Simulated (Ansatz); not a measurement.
The system is Cu.

```
CELL_PARAMETERS angstrom
2.53410 0.00000 0.00000
-1.26705 2.19459 0.00000
0.00000 0.00000 4.11257
ATOMIC_POSITIONS crystal
Cu 0.66667 0.33333 0.75000
Cu 0.33333 0.66667 0.25000
```

This isn't the form of Cu at room conditions, which is fcc.

Base run:

| Property | Result |
| --- | --- |
| Program | Ansatz 0.2.0 |
| Functional | LDA |
| Potentials or basis | Ansatz PAW |
| Cutoff | 420 eV |
| Density cutoff | 1680 eV |
| k mesh | 12 × 12 × 7 |
| Occupations | fermi-dirac, width 0.05 eV |
| Spin | no spin polarisation |

Its results: band gap on the k mesh none (metal or under the smearing width); pressure -7.9 GPa.

Problem. The run is repeated on the same cell with these changes: functional from LDA to PBEsol. What comes out?

Solution. Band gap on the k mesh none (metal or under the smearing width); pressure -1.4 GPa.

PBEsol binds less tightly than LDA, so the same cell stands under more pressure.

Caveats: the PAW data sets come from PBE, with cores solved anew for the run's functional, which leaves a small shift of forces and pressure.

Not every run made on this cell is shown here.
